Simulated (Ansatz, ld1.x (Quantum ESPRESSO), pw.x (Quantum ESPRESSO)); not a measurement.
Tc (Z = 43): one change to the TM potential, in the atom and in the bcc crystal

ld1.x (Quantum ESPRESSO) 7.5 input, shortened:

```
&input
   title='Tc', zed=43., rel=1, dft='PBE', iswitch=3,
   config='[Kr] 4d5 5s2 5p0'
 /
 &inputp
   pseudotype=2, tm=.true., lloc=0,
   nlcc=.true.
 /
3
5P  2  1   0.00   0.00  2.70  2.70  0.0
4D  3  2   5.00   0.00  1.70  1.70  0.0
5S  1  0   2.00   0.00  2.00  2.00  0.0
 &test
   configts(1)='4d5 5s2 5p0'
 /
```

Change: all radii but the core radius scaled by about 1.04 (s 2.08, p 2.80, d 1.76 bohr).

Cutoffs, loose and tight: the cutoffs (Ry, on a coarse ladder) from which the occupation-weighted sum of valence levels, in a spherical-Bessel basis at the reference potential, stays within 10 and 1 mRy of its value at 400 Ry. They do not see the model core or the augmentation charge, which bear on the density cutoff. Test errors are all-electron minus pseudo excitation energies from the reference, over the configurations 4d5 5s1 5p0; 4d5 5s0 5p0; 4d4 5s0 5p0; 4d5 5s0 5p2; 4d5 5s0 5p1; 4d5 5s1 5p1; 4d6 5s0 5p0; variants that change the core or the reference have their own tests.

Crystal test: bcc Tc in pw.x 7.5, no spin, 15³ k-points, Fermi–Dirac smearing 0.01 Ry, cutoffs set for each file from its atomic test. The reference is all-electron LAPW (Ansatz 0.2.0) with the same functional, mesh and smearing; V0 and B0 come from Birch–Murnaghan fits to the pressures at five volumes. Errors are pseudo minus all-electron; Δ is the rms difference of the E(V) curves that follow from these fits, minima aligned, over ±6 % about the mean V0. Mesh and smearing are coarse, so the numbers serve the comparison and aren't converged zero-temperature values; the lattice is a test structure that the element need not adopt.

All-electron: a0 = 3.083 Å (V0 = 14.65 Å³/atom), B0 = 289.0 GPa.

Q: Does the change bring the crystal closer to the all-electron result?

A: The mean pressure error goes from +14.11 to +15.79 GPa, so the change moves the solid further from the all-electron pressures.

```csv
quantity,base,changed
outcome (atom),generated,generated
"cutoff, loose (atom)",45 Ry,45 Ry
"cutoff, tight (atom)",60 Ry,55 Ry
bound ghosts (atom),none,none
largest test error (meV) (atom),-270,-262
cutoffs in pw.x (Ry),75/300,70/280
a0 (Å),3.129,–
a0 error (%),+1.49,–
B0 error (%),-2.4,–
Δ (meV/atom),41.7,–
mean pressure error (GPa),+14.11,+15.79
```

A dash: not determined, or the minimum lies outside the volumes sampled.

Base: The largest radius (2.70 bohr) exceeds half the bond length (2.52 bohr), so the spheres overlap, which is one possible source of error among others. This is a poor potential for the solid. Changed file: The largest radius (2.80 bohr) exceeds half the bond length (2.52 bohr), so the spheres overlap, which is one possible source of error among others. This is a poor potential for the solid. The atomic cutoffs weigh occupied waves only.
